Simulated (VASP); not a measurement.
# Ge (Fd-3m) in VASP: further runs, part 2 of 2

VASP 6.6.1. The steps go on from the part before.

**3. Relaxation of the atoms, PBE+D3(BJ)**

The input, INCAR:

```
SYSTEM = Ge
  PREC = Accurate
  ENCUT = 600
  EDIFF = 1E-7
  ISMEAR = 0
  SIGMA = 0.03
  LREAL = .FALSE.
  LASPH = .TRUE.
  NELM = 80
  ALGO = Normal
  ISIF = 2
  LWAVE = .FALSE.
  LCHARG = .FALSE.
  GGA = PE
  IVDW = 12
  IBRION = 2
  NSW = 40
  EDIFFG = -0.01
```

The input, KPOINTS:

```
Automatic mesh
0
G
  10 10 10
  0 0 0
```

The input, POSCAR:

```
Ge                                      
1.0
   -0.0000000000      2.8491497935      2.8491497935
    2.8491497935     -0.0000000000      2.8491497935
    2.8491497935      2.8491497935     -0.0000000000
  Ge            
     2
Direct
     0.0000000000000000    0.0000000000000000    0.0000000000000000
     0.2500000000000000    0.2500000000000000    0.2500000000000000
```

Potentials or basis: VASP PAW PBE potentials, release 64 (Ge_d).

Started as:

```bash
$ cat potpaw_PBE.64/Ge_d/POTCAR > POTCAR
$ mpirun -np 1 vasp_std > vasp.out
```

OUTCAR:

```text
SYSTEM = Ge
   PREC = Accurate
   ENCUT = 600
   EDIFF = 1E-7
   ISMEAR = 0
   LREAL = .FALSE.
   LASPH = .TRUE.
   NELM = 80
   ISIF = 2
   GGA = PE
   IVDW = 12
   IBRION = 2
   NSW = 40
   EDIFFG = -0.01
 IVDW          = 12

 ion  position               nearest neighbor table
   1  0.000  0.000  0.000-   2 2.47   2 2.47   2 2.47   2 2.47
   2  0.250  0.250  0.250-   1 2.47   1 2.47   1 2.47   1 2.47

  LATTYP: Found a face centered cubic cell.
 ALAT       =     5.6982995870

  Lattice vectors:

 A1 = (   0.0000000000,   2.8491497935,   2.8491497935)
 A2 = (   2.8491497935,   0.0000000000,   2.8491497935)
 A3 = (   2.8491497935,   2.8491497935,   0.0000000000)

Analysis of symmetry for initial positions (statically):
=====================================================================
 Subroutine PRICEL returns:
 Original cell was already a primitive cell.

 Routine SETGRP: Setting up the symmetry group for a
 face centered cubic supercell.

 Subroutine GETGRP returns: Found 48 space group operations
 (whereof 24 operations were pure point group operations)
 out of a pool of 48 trial point group operations.

The static configuration has the point symmetry T_d .
 The point group associated with its full space group is O_h .

Analysis of symmetry for dynamics (positions and initial velocities):
=====================================================================
 Subroutine PRICEL returns:
 Original cell was already a primitive cell.

 Routine SETGRP: Setting up the symmetry group for a
 face centered cubic supercell.

 Subroutine GETGRP returns: Found 48 space group operations
 (whereof 24 operations were pure point group operations)
 out of a pool of 48 trial point group operations.

The dynamic configuration has the point symmetry T_d .
 The point group associated with its full space group is O_h .

 Subroutine INISYM returns: Found 48 space group operations
 (whereof 24 operations are pure point group operations),
 and found     1 'primitive' translations

----------------------------------------------------------------------------------------

                                     Primitive cell

  volume of cell :      46.2568

  direct lattice vectors                    reciprocal lattice vectors
     0.000000000  2.849149794  2.849149794    -0.175490949  0.175490949  0.175490949
     2.849149794  0.000000000  2.849149794     0.175490949 -0.175490949  0.175490949
     2.849149794  2.849149794  0.000000000     0.175490949  0.175490949 -0.175490949

  length of vectors
     4.029306279  4.029306279  4.029306279     0.303959239  0.303959239  0.303959239

  position of ions in fractional coordinates (direct lattice)
     0.000000000  0.000000000  0.000000000
     0.250000000  0.250000000  0.250000000

  ion indices of the primitive-cell ions
   primitive index   ion index
                 1           1
                 2           2

----------------------------------------------------------------------------------------

 KPOINTS: Automatic mesh

Automatic generation of k-mesh.
 Grid dimensions read from file:
 generate k-points for:   10   10   10

 Generating k-lattice:

  Cartesian coordinates                     Fractional coordinates (reciprocal lattice)
    -0.017549095  0.017549095  0.017549095     0.100000000  0.000000000  0.000000000
     0.017549095 -0.017549095  0.017549095     0.000000000  0.100000000  0.000000000
     0.017549095  0.017549095 -0.017549095     0.000000000  0.000000000  0.100000000

  Length of vectors
     0.030395924  0.030395924  0.030395924

  Shift w.r.t. Gamma in fractional coordinates (k-lattice)
     0.000000000  0.000000000  0.000000000

 Subroutine IBZKPT returns following result:
 ===========================================

 Found     47 irreducible k-points:

 Following reciprocal coordinates:
            Coordinates               Weight
  0.000000  0.000000  0.000000      1.000000
  0.100000  0.000000  0.000000      8.000000
  0.200000  0.000000  0.000000      8.000000
  0.300000  0.000000  0.000000      8.000000
  0.400000  0.000000  0.000000      8.000000
  0.500000  0.000000  0.000000      4.000000
[... 16 lines left out ...]
  0.300000  0.300000  0.000000      6.000000
  0.400000  0.300000  0.000000     24.000000
 [... further k-points ...]
   k-points           NKPTS =     47   k-points in BZ     NKDIM =     47   number of bands    NBANDS=     18
   number of dos      NEDOS =    301   number of ions     NIONS =      2
   total plane-waves  NPLWV =  32768
   dimension x,y,z NGX =    32 NGY =   32 NGZ =   32
   dimension x,y,z NGXF=    64 NGYF=   64 NGZF=   64
   ions per type =               2
   NGX,Y,Z   is equivalent  to a cutoff of  13.20, 13.20, 13.20 a.u.
   NGXF,Y,Z  is equivalent  to a cutoff of  26.41, 26.41, 26.41 a.u.
 SYSTEM =  Ge
   PREC   = accura    normal or accurate (medium, high low for compatibility)
   ISTART =      0    job   : 0-new  1-cont  2-samecut
   ICHARG =      2    charge: 1-file 2-atom 10-const
   ISPIN  =      1    spin polarized calculation?
   LNONCOLLINEAR =      F non collinear calculations
   LSORBIT =      F    spin-orbit coupling
   LASPH  =      T    aspherical Exc in radial PAW
   ENCUT  =  600.0 eV  44.10 Ry    6.64 a.u.   8.05  8.05  8.05*2*pi/ulx,y,z
   NELM   =     80;   NELMIN=  2; NELMDL= -5     # of ELM steps
   EDIFF  = 0.1E-06   stopping-criterion for ELM
   LREAL  =      F    real-space projection
   EDIFFG = -.1E-01   stopping-criterion for IOM
   NSW    =     40    number of steps for IOM
   IBRION =      2    ionic relax: 0-MD 1-quasi-New 2-CG
   NFREE  =      1    steps in history (QN), initial steepest desc. (CG)
   ISIF   =      2    stress and relaxation
   ISYM   =      2    0-nonsym 1-usesym 2-fastsym
   POTIM  = 0.5000    time-step for ionic-motion
   TEBEG  =    0.0;   TEEND  =   0.0 temperature during run
   PSTRESS=    0.0 pullay stress
   NELECT =      28.0000    total number of electrons
   NUPDOWN=      -1.0000    fix difference up-down
   EMIN   =  10.00;   EMAX   =-10.00  energy-range for DOS
   EFERMI =   0.00;   METHOD = LEGACY
   ISMEAR =     0;   SIGMA  =   0.03  broadening in eV -4-tet -1-fermi 0-gaus
   EFERMI_NEDOS =   21; number of points for ismear=-14 and -15
   IALGO  =     38    algorithm
   IMIX   =      4    mixing-type and parameters
     AMIX     =   0.40;   BMIX     =  1.00
     AMIX_MAG =   1.60;   BMIX_MAG =  1.00
  volume/ion in A,a.u.               =      23.13       156.08
  Fermi-wavevector in a.u.,A,eV,Ry     =   1.384848  2.616984 26.093322  1.917805
  Thomas-Fermi vector in A             =   2.509314
   LORBIT       =      0    0 simple, 1 ext, 2 COOP (PROOUT), +10 PAW based schemes
   GGA     = PE    functional components
   LHFCALC =     F    Hartree Fock is set to
   AEXX    =    0.0000 exact exchange contribution
   IVDW    =    12    specifies the selected vdW correction
   LEPSILON=     F    determine dielectric tensor
   LRPA    =     F    only Hartree local field effects (RPA)
 conjugate gradient relaxation of ions
 non-spin polarized calculation
 Gauss-broadening in eV      SIGMA  =   0.03
  energy-cutoff  :      600.00
  volume of cell :       46.26
 maximum number of plane-waves:      1572
   NGX = 17   NGY = 17   NGZ = 17

 number of electron      28.0000026 magnetization

 Free energy of the ion-electron system (eV)
  ---------------------------------------------------
  ext. energy  EPLUGINS =         0.00000000
  ---------------------------------------------------
  free energy    TOTEN  =        -9.02420096 eV

  energy without entropy =       -9.02415468  energy(sigma->0) =       -9.02417782

 E-fermi :   4.7957     XC(G=0):  -9.8231

 val. band max:        4.7865976793   @ k =   0.0000   0.0000   0.0000
 cond. band min:       4.9067366204   @ k =   0.5000   0.0000   0.0000
 fundamental gap:      0.1201389410
 Fermi energy:         4.7957322900

 k-point     1 :       0.0000    0.0000    0.0000
  band No.  band energies     occupation
      1     -19.9988      2.00000
      2     -19.9988      2.00000
      3     -19.9988      2.00000
      4     -19.9642      2.00000
      5     -19.9642      2.00000
      6     -19.7650      2.00000
[... 10 lines left out ...]
     17       7.3316      0.00000
     18       7.3316      0.00000
[... 466 lines left out ...]
      2     -20.0254      2.00000
      3     -19.9832      2.00000
      4     -19.9048      2.00000
      5     -19.8853      2.00000
      6     -19.8635      2.00000
[... 10 lines left out ...]
     17      11.3725      0.00000
     18      11.9162      0.00000

 [... further k-points ...]

------------------------ aborting loop because EDIFF is reached ----------------------------------------

 Edisp (eV)   -0.58134

 E8    (eV) :    -0.2605

  FORCE on cell =-STRESS in cart. coord.  units (eV):
  Direction    XX          YY          ZZ          XY          YZ          ZX
  --------------------------------------------------------------------------------------
  -------------------------------------------------------------------------------------
  Total      -0.00848    -0.00848    -0.00848    -0.00000     0.00000    -0.00000
  in kB      -0.29378    -0.29378    -0.29378    -0.00000     0.00000    -0.00000
  external pressure =       -0.29 kB  Pullay stress =        0.00 kB

 VOLUME and BASIS-vectors are now :
 -----------------------------------------------------------------------------
  energy-cutoff  :      600.00
  volume of cell :       46.26
      direct lattice vectors                 reciprocal lattice vectors
     0.000000000  2.849149794  2.849149794    -0.175490949  0.175490949  0.175490949
     2.849149794  0.000000000  2.849149794     0.175490949 -0.175490949  0.175490949
     2.849149794  2.849149794  0.000000000     0.175490949  0.175490949 -0.175490949

 POSITION                                       TOTAL-FORCE (eV/Angst)
 -----------------------------------------------------------------------------------
      0.00000      0.00000      0.00000         0.000000      0.000000      0.000000
      1.42457      1.42457      1.42457        -0.000000     -0.000000     -0.000000
 -----------------------------------------------------------------------------------
    total drift:                               -0.000000      0.000000      0.000000

  FREE ENERGIE OF THE ION-ELECTRON SYSTEM (eV)
  ---------------------------------------------------
  free  energy   TOTEN  =        -9.6055414148 eV

  energy  without entropy=       -9.6054951361  energy(sigma->0) =       -9.60551828

 reached required accuracy - stopping structural energy minimisation
```

It took 35 s on 1 thread of AMD EPYC 7R13 (Zen 3), shared host; peak memory 0.17 GiB.

Results:

```
Free energy                : -9.6055 eV
Pressure after relaxing    : 0.0 GPa
Band gap on the k mesh     : none (metal or under the smearing width)
Dispersion energy per atom : -0.291 eV
```

Final structure:
```
CELL_PARAMETERS angstrom
0.00000 2.84915 2.84915
2.84915 0.00000 2.84915
2.84915 2.84915 0.00000
ATOMIC_POSITIONS crystal
Ge 0.00000 0.00000 0.00000
Ge 0.25000 0.25000 0.25000
```

Levels at points of the mesh, in eV from the Fermi level:
| k point | band 12 | band 13 | band 14 | band 15 | band 16 | band 17 |
| --- | --- | --- | --- | --- | --- | --- |
| (0.00, 0.00, 0.00) | -0.17 | -0.01 | -0.01 | -0.01 | 2.54 | 2.54 |
| (0.50, 0.00, 0.00) | -7.51 | -1.38 | -1.38 | 0.11 | 3.73 | 3.73 |
| (0.50, 0.50, 0.00) | -8.82 | -3.01 | -3.01 | 0.77 | 0.77 | 9.33 |

Caveat: the relaxation stopped at its first step, so nothing moved; pairwise dispersion overbinds metals, which lowers pressure and volume; this crystal is a semiconductor, whose small gap the functional closes, so the metal is an error of the method.

**4. Relaxation of the atoms, PBE+D3(BJ) (a relaxed cell with its volume scaled by 1.02)**

INCAR is that of step 3.

KPOINTS is that of step 3.

The input, POSCAR:

```
Ge                                      
1.0
   -0.0000000000      2.8680188851      2.8680188851
    2.8680188851     -0.0000000000      2.8680188851
    2.8680188851      2.8680188851     -0.0000000000
  Ge            
     2
Direct
     0.0000000000000000    0.0000000000000000    0.0000000000000000
     0.2500000000000000    0.2500000000000000    0.2500000000000000
```

Started as:

```bash
$ cat potpaw_PBE.64/Ge_d/POTCAR > POTCAR
$ mpirun -np 1 vasp_std > vasp.out
```

It took 38 s on 1 thread of AMD EPYC 7R13 (Zen 3), shared host; peak memory 0.17 GiB.

The run converged. Its results:

```
Free energy                : -9.6022 eV
Pressure after relaxing    : -1.2 GPa
Band gap on the k mesh     : none (metal or under the smearing width)
Dispersion energy per atom : -0.285 eV
```

Final structure:
```cif
data_structure
_symmetry_space_group_name_H-M 'P 1'
_symmetry_Int_Tables_number 1
_cell_length_a 4.0560
_cell_length_b 4.0560
_cell_length_c 4.0560
_cell_angle_alpha 60.000
_cell_angle_beta 60.000
_cell_angle_gamma 60.000
_cell_volume 47.18
loop_
_atom_site_label
_atom_site_type_symbol
_atom_site_fract_x
_atom_site_fract_y
_atom_site_fract_z
_atom_site_occupancy
Ge1 Ge 0.00000 0.00000 0.00000 1
Ge2 Ge 0.25000 0.25000 0.25000 1
```

Levels at points of the mesh, in eV from the Fermi level:
```
           k point  band 10  band 11  band 12  band 13  band 14  band 15  band 16  band 17  band 18
(0.00, 0.00, 0.00)   -24.54   -12.47    -0.35    -0.01    -0.01    -0.01     2.53     2.53     2.53
(0.50, 0.00, 0.00)   -24.51   -10.48    -7.42    -1.35    -1.35     0.05     3.72     3.72     7.10
(0.50, 0.50, 0.00)   -24.50    -8.74    -8.74    -2.94    -2.94     0.80     0.80     9.17     9.17
```

Caveat: the relaxation stopped at its first step, so nothing moved; pairwise dispersion overbinds metals, which lowers pressure and volume.

**5. Summary**

```csv
cell,gap on the mesh (eV),pressure (GPa)
atoms relaxed from: a relaxed cell with its volume scaled by 0.98,0.02,1.3
atoms relaxed,none,0.0
atoms relaxed from: a relaxed cell with its volume scaled by 1.02,none,-1.2
```

Alike in all rows: task relaxation of the atoms; level PBE+D3(BJ); potentials or basis VASP PAW PBE potentials, release 64 (Ge_d); no spin polarisation; k mesh 10 × 10 × 10; cutoff (eV) 600; smearing gaussian 0.03 eV.

Caveats: the relaxation stopped at its first step, so nothing moved; pairwise dispersion overbinds metals, which lowers pressure and volume (some runs); this crystal is a semiconductor, whose small gap the functional closes, so the metal is an error of the method (some runs).

Absolute energies hang on the potentials; compare differences alone.

**6. How close it comes**

Step 3. Against the measured gap of Ge, 0.807 eV (direct; 300 K; “Electronic and optical properties of SixGe1-x-ySny alloys lattice-matched to Ge”, 2021, arxiv:2109.02782), the calculated 0.00 eV is off by -0.81 eV. 3 values of this kind are on record (0.666 to 0.807 eV); this one was drawn at random among those near their median. Spin-orbit coupling on Ge is left out. The value is that of PBE+D3(BJ) on a finite k mesh, which can miss the band edges, without temperature or zero-point motion. Semilocal functionals fall short of measured gaps as a rule.
